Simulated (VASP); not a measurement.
# NaCl in VASP: one cell, several levels of theory, part 2 of 2

VASP 6.6.1, plane waves, PAW. The steps go on from the part before.

## Step 3: Single point with r2SCAN

Contents of INCAR:

```
ENCUT = 520.000000
SIGMA = 0.010000
EDIFF = 1.00e-07
ALGO = Normal
METAGGA = R2SCAN
PREC = Accurate
IBRION = -1
ISIF = 2
ISMEAR = 0
NBANDS = 14
NELM = 120
NSW = 0
LASPH = .TRUE.
LCHARG = .TRUE.
LELF = .TRUE.
LWAVE = .FALSE.
LREAL = .FALSE.
```

Contents of KPOINTS:

```
KPOINTS created by Atomic Simulation Environment
0
Gamma
8 8 8
0 0 0
```

Contents of KPOINTS_OPT:

```
special points
6
Reciprocal
0.0000000000 0.0000000000 0.0000000000 1
0.5000000000 0.0000000000 0.5000000000 1
0.6250000000 0.2500000000 0.6250000000 1
0.3750000000 0.3750000000 0.7500000000 1
0.5000000000 0.5000000000 0.5000000000 1
0.5000000000 0.2500000000 0.7500000000 1
```

Contents of POSCAR:

```
Na Cl
 1.0000000000000000
     0.0000000000000000    2.7589767059999999    2.8245598581000002
     2.7589767059999999    0.0000000000000000    2.8245598581000002
     2.7589767059999999    2.7589767059999999    0.0000000000000000
 Na  Cl
   1   1
Cartesian
  0.0000000000000000  0.0000000000000000  0.0000000000000000
  2.7589767059999999  2.7589767059999999  2.8245598581000002
```

On the command line:

```bash
$ mpirun -np 1 vasp_std
```

Standard output, without the iteration lines:

```text
POSCAR found type information on POSCAR NaCl
 POSCAR found :  2 types and       2 ions
 -----------------------------------------------------------------------------
|                                                                             |
|                                                                             |
|     You enforced a specific xc type in the INCAR file but a different       |
|     I HOPE YOU KNOW WHAT YOU ARE DOING!                                     |
|                                                                             |
 -----------------------------------------------------------------------------

 LDA part: xc-table for (None), standard interpolation
 POSCAR, INCAR and KPOINTS ok, starting setup
 FFT: planning ... GRIDC
 FFT: planning ... GRID_SOFT
 FFT: planning ... GRID
 WAVECAR not read
 entering main loop
 Start KPOINTS_OPT (optional k-point list driver)
k-point batch [1-6\6]
```

OSZICAR:

```text
N       E                     dE             d eps       ncg     rms          rms(c)
DAV:   1     0.968108263938E+02    0.96811E+02   -0.72247E+03  1652   0.103E+03
DAV:   2    -0.732890212774E+01   -0.10414E+03   -0.95425E+02  1800   0.286E+02
DAV:   3    -0.157993884302E+02   -0.84705E+01   -0.84066E+01  2144   0.739E+01
DAV:   4    -0.159453050752E+02   -0.14592E+00   -0.14585E+00  1976   0.105E+01
DAV:   5    -0.159484163767E+02   -0.31113E-02   -0.31111E-02  2188   0.155E+00    0.229E+00
DAV:   6    -0.137963716274E+02    0.21520E+01   -0.54134E-01  1706   0.745E+00    0.235E+00
DAV:   7    -0.137794472883E+02    0.16924E-01   -0.14995E-01  2204   0.280E+00    0.124E+00
DAV:   8    -0.137844196417E+02   -0.49724E-02   -0.61611E-03  1958   0.589E-01    0.480E-01
DAV:   9    -0.137861088714E+02   -0.16892E-02   -0.37941E-03  1832   0.564E-01    0.128E-01
DAV:  10    -0.137861354169E+02   -0.26546E-04   -0.83559E-05  2222   0.756E-02    0.367E-02
DAV:  11    -0.137861601148E+02   -0.24698E-04   -0.57766E-05  1904   0.666E-02    0.559E-02
DAV:  12    -0.137861622606E+02   -0.21458E-05   -0.47953E-06  2102   0.157E-02    0.207E-03
DAV:  13    -0.137861627621E+02   -0.50151E-06   -0.15278E-07  1988   0.346E-03    0.321E-03
DAV:  14    -0.137861639863E+02   -0.12242E-05   -0.70083E-08  1896   0.252E-03    0.692E-04
DAV:  15    -0.137861639574E+02    0.28929E-07   -0.28693E-09  1210   0.449E-04
   1 F= -.13786164E+02 E0= -.13786164E+02  d E =-.297826E-79
       N       E                     dE             ncg
DAV:   1     0.509479112035E+03   -0.31534E+04      174
DAV:   2    -0.774363218935E+02   -0.58692E+03      180
DAV:   3    -0.119162364841E+03   -0.41726E+02      198
DAV:   4    -0.119803533286E+03   -0.64117E+00      210
DAV:   5    -0.119817083888E+03   -0.13551E-01      204
DAV:   6    -0.119817545302E+03   -0.46141E-03      210
DAV:   7    -0.119817565166E+03   -0.19864E-04      222
DAV:   8    -0.119817565602E+03   -0.43613E-06      208
DAV:   9    -0.119817565623E+03   -0.21636E-07      168
```

From OUTCAR:

```text
k-points           NKPTS =     59   k-points in BZ     NKDIM =     59   number of bands    NBANDS=     14

   NELECT =      14.0000    total number of electrons

   dimension x,y,z NGX =    30 NGY =   30 NGZ =   30
   dimension x,y,z NGXF=    60 NGYF=   60 NGZF=   60

  energy-cutoff  :      520.00
  volume of cell :       43.00
      direct lattice vectors                 reciprocal lattice vectors
     0.000000000  2.758976706  2.824559858    -0.181226612  0.181226612  0.177018730
     2.758976706  0.000000000  2.824559858     0.181226612 -0.181226612  0.177018730
     2.758976706  2.758976706  0.000000000     0.181226612  0.181226612 -0.177018730

 k-points in reciprocal lattice and weights: KPOINTS created by Atomic Simulation Env
   0.00000000  0.00000000  0.00000000       0.002
   0.12500000  0.00000000  0.00000000       0.016
   0.25000000  0.00000000  0.00000000       0.016
   0.37500000  0.00000000  0.00000000       0.016
   0.50000000  0.00000000  0.00000000       0.008
   0.12500000  0.12500000  0.00000000       0.004
   0.25000000  0.12500000  0.00000000       0.016
   0.37500000  0.12500000  0.00000000       0.016
[... 51 more k-points ...]

 E-fermi :  -0.7756

 k-point     1 :       0.0000    0.0000    0.0000
  band No.  band energies     occupation
      1     -22.3602      2.00000
      2     -22.3578      2.00000
      3     -22.3576      2.00000
      4     -14.2382      2.00000
      5      -0.9197      2.00000
      6      -0.9197      2.00000
      7      -0.9066      2.00000
      8       5.1846      0.00000
      9      10.7645      0.00000
     10      10.9467      0.00000
     11      10.9467      0.00000
     12      13.0387      0.00000
     13      13.3359      0.00000
     14      14.8779      0.00000

 k-point     2 :       0.1250    0.0000    0.0000
  band No.  band energies     occupation
      1     -22.3639      2.00000
      2     -22.3595      2.00000
      3     -22.3581      2.00000
      4     -14.1844      2.00000
      5      -1.2976      2.00000
      6      -0.9633      2.00000
      7      -0.9611      2.00000
      8       5.6905      0.00000
      9      10.3491      0.00000
     10      11.0414      0.00000
     11      11.1723      0.00000
     12      12.8554      0.00000
     13      13.1108      0.00000
     14      15.9249      0.00000

 k-point     3 :       0.2500    0.0000    0.0000
  band No.  band energies     occupation
      1     -22.3761      2.00000
      2     -22.3608      2.00000
      3     -22.3586      2.00000
      4     -14.0506      2.00000
      5      -2.0708      2.00000
      6      -1.0788      2.00000
      7      -1.0654      2.00000
      8       6.6434      0.00000
      9       9.9046      0.00000
     10      11.1900      0.00000
     11      11.4047      0.00000
     12      13.1772      0.00000
     13      13.2822      0.00000
     14      16.1526      0.00000

 k-point     4 :       0.3750    0.0000    0.0000
  band No.  band energies     occupation
      1     -22.3883      2.00000
      2     -22.3618      2.00000
      3     -22.3592      2.00000
      4     -13.9107      2.00000
      5      -2.7221      2.00000
      6      -1.1909      2.00000
      7      -1.1633      2.00000
      8       7.0781      0.00000
      9      10.4679      0.00000
     10      10.9590      0.00000
     11      11.2048      0.00000
     12      14.6411      0.00000
     13      14.6536      0.00000
     14      15.5682      0.00000

 k-point     5 :       0.5000    0.0000    0.0000
  band No.  band energies     occupation
      1     -22.3933      2.00000
      2     -22.3622      2.00000
      3     -22.3594      2.00000
      4     -13.8509      2.00000
      5      -2.9693      2.00000
      6      -1.2359      2.00000
      7      -1.2028      2.00000
      8       7.1073      0.00000
      9      10.8354      0.00000
     10      11.0534      0.00000
     11      11.0834      0.00000
     12      15.3658      0.00000
     13      16.2159      0.00000
     14      16.3617      0.00000

 k-point     6 :       0.1250    0.1250    0.0000
  band No.  band energies     occupation
      1     -22.3647      2.00000
      2     -22.3591      2.00000
      3     -22.3588      2.00000
      4     -14.1720      2.00000
      5      -1.3077      2.00000
      6      -1.0193      2.00000
      7      -1.0192      2.00000
      8       5.8547      0.00000
      9       9.9603      0.00000
     10      11.3767      0.00000
     11      11.3768      0.00000
     12      12.1602      0.00000
     13      13.5495      0.00000
     14      16.2572      0.00000

 k-point     7 :       0.2500    0.1250    0.0000
  band No.  band energies     occupation
      1     -22.3723      2.00000
      2     -22.3604      2.00000
      3     -22.3601      2.00000
      4     -14.0709      2.00000
      5      -1.8656      2.00000
      6      -1.1317      2.00000
      7      -1.1278      2.00000
      8       6.7099      0.00000
      9       9.4689      0.00000
     10      11.1409      0.00000
     11      11.7647      0.00000
     12      12.3320      0.00000
     13      13.8222      0.00000
     14      17.2668      0.00000

 k-point     8 :       0.3750    0.1250    0.0000
  band No.  band energies     occupation
      1     -22.3831      2.00000
      2     -22.3624      2.00000
      3     -22.3607      2.00000
      4     -13.9357      2.00000
      5      -2.4878      2.00000
      6      -1.2994      2.00000
      7      -1.2233      2.00000
      8       7.4048      0.00000
      9       9.7668      0.00000
     10      10.5366      0.00000
     11      11.6693      0.00000
     12      13.6327      0.00000
     13      14.9641      0.00000
     14      16.7448      0.00000

 k-point     9 :       0.5000    0.1250    0.0000
  band No.  band energies     occupation
      1     -22.3901      2.00000
      2     -22.3643      2.00000
      3     -22.3604      2.00000
      4     -13.8463      2.00000
      5      -2.8413      2.00000
      6      -1.4330      2.00000
      7      -1.2536      2.00000
      8       7.5260      0.00000
      9      10.2758      0.00000
     10      10.6759      0.00000
     11      11.4339      0.00000
     12      15.1681      0.00000
     13      16.2352      0.00000
     14      16.4733      0.00000

 k-point    10 :      -0.3750    0.1250    0.0000
  band No.  band energies     occupation
      1     -22.3892      2.00000
      2     -22.3652      2.00000
      3     -22.3594      2.00000
      4     -13.8600      2.00000
      5      -2.7815      2.00000
      6      -1.4556      2.00000
      7      -1.2032      2.00000
      8       7.5390      0.00000
      9      10.3846      0.00000
     10      10.4788      0.00000
     11      11.4118      0.00000
     12      14.4743      0.00000
     13      16.2947      0.00000
     14      16.5161      0.00000

 k-point    11 :      -0.2500    0.1250    0.0000
  band No.  band energies     occupation
      1     -22.3807      2.00000
      2     -22.3647      2.00000
      3     -22.3583      2.00000
      4     -13.9679      2.00000
      5      -2.3404      2.00000
      6      -1.3445      2.00000
      7      -1.0979      2.00000
      8       7.2797      0.00000
      9       9.6238      0.00000
     10      10.8796      0.00000
     11      11.6556      0.00000
     12      12.8334      0.00000
     13      14.7091      0.00000
     14      16.8585      0.00000

 k-point    12 :      -0.1250    0.1250    0.0000
  band No.  band energies     occupation
      1     -22.3697      2.00000
      2     -22.3628      2.00000
      3     -22.3578      2.00000
      4     -14.1017      2.00000
      5      -1.7320      2.00000
      6      -1.1350      2.00000
      7      -0.9970      2.00000
      8       6.3797      0.00000
      9       9.7975      0.00000
     10      11.2208      0.00000
     11      11.5250      0.00000
     12      12.4588      0.00000
     13      13.4206      0.00000
     14      16.9885      0.00000

 k-point    13 :       0.2500    0.2500    0.0000
  band No.  band energies     occupation
      1     -22.3737      2.00000
      2     -22.3620      2.00000
      3     -22.3618      2.00000
      4     -14.0179      2.00000
      5      -2.0333      2.00000
      6      -1.2436      2.00000
      7      -1.2436      2.00000
      8       7.2183      0.00000
      9       8.7876      0.00000
     10      10.8018      0.00000
     11      12.5409      0.00000
     12      12.5409      0.00000
     13      14.1381      0.00000
     14      19.1346      0.00000

[... the tables of k-points 14 to 59 left out ...]

  Total        0.2605792      0.2605792     -0.0650347      0.0000000      0.0000000      0.0000000
  in kB        9.7089760      9.7089760     -2.4231427      0.0000000      0.0000000      0.0000000
  external PRESSURE =       5.6649365 kB  Pullay stress =       0.0000000 kB

 POSITION                                       TOTAL-FORCE (eV/Angst)
 -----------------------------------------------------------------------------------
      0.00000      0.00000      0.00000        -0.000000      0.000000      0.000000
      2.75898      2.75898      2.82456         0.000000     -0.000000      0.000000
 -----------------------------------------------------------------------------------
    total drift:                               -0.000000      0.000000      0.000000

  FREE ENERGIE OF THE ION-ELECTRON SYSTEM (eV)
  ---------------------------------------------------
  free  energy   TOTEN  =       -13.7861639574 eV

  energy  without entropy=      -13.7861639574  energy(sigma->0) =      -13.78616396
```

Hardware: 1 MPI rank of Intel Xeon Platinum 8488C, shared host.

The levels at the points of KPOINTS_OPT are read from vasprun.xml.

Near the gap, in eV above the top of the last filled band v; c is the band after it:

| point | v−1 | v | c | c+1 |
| --- | --- | --- | --- | --- |
| Γ | -0.01 | 0.00 | 6.09 | 11.67 |
| X | -0.71 | -0.64 | 8.54 | 8.55 |
| U | -1.21 | -0.57 | 9.03 | 9.93 |
| K | -1.21 | -0.52 | 9.10 | 10.02 |
| L | -0.33 | -0.30 | 8.01 | 11.74 |
| W | -1.28 | -0.84 | 9.96 | 10.41 |

Gap with r2SCAN: 6.09 eV, direct (Γ). The pressure is 0.57 GPa; the forces vanish within 0.01 eV/Å.

## Step 4: Summary

The summary covers parts 1 to 2.

| level | gap (eV) | pressure (GPa) | Ansatz: gap (eV) | Ansatz: pressure (GPa) |
| --- | --- | --- | --- | --- |
| PBE | 5.27 | 2.02 | 5.27 | 2.04 |
| r2SCAN | 6.09 | 0.57 | 6.07 | 0.77 |

What this shows: The gap spans 5.27 eV (PBE) to 6.09 eV (r2SCAN). At this one volume the pressure spans 0.6 GPa (r2SCAN) to 2.0 GPa (PBE): PBE wants the largest cell and r2SCAN the smallest. The two programs agree on the gap within 0.03 eV, far less than the spread between functionals. Each program uses its own PAW datasets and cutoff. VASP's cell holds 14 valence electrons and Ansatz's 16.
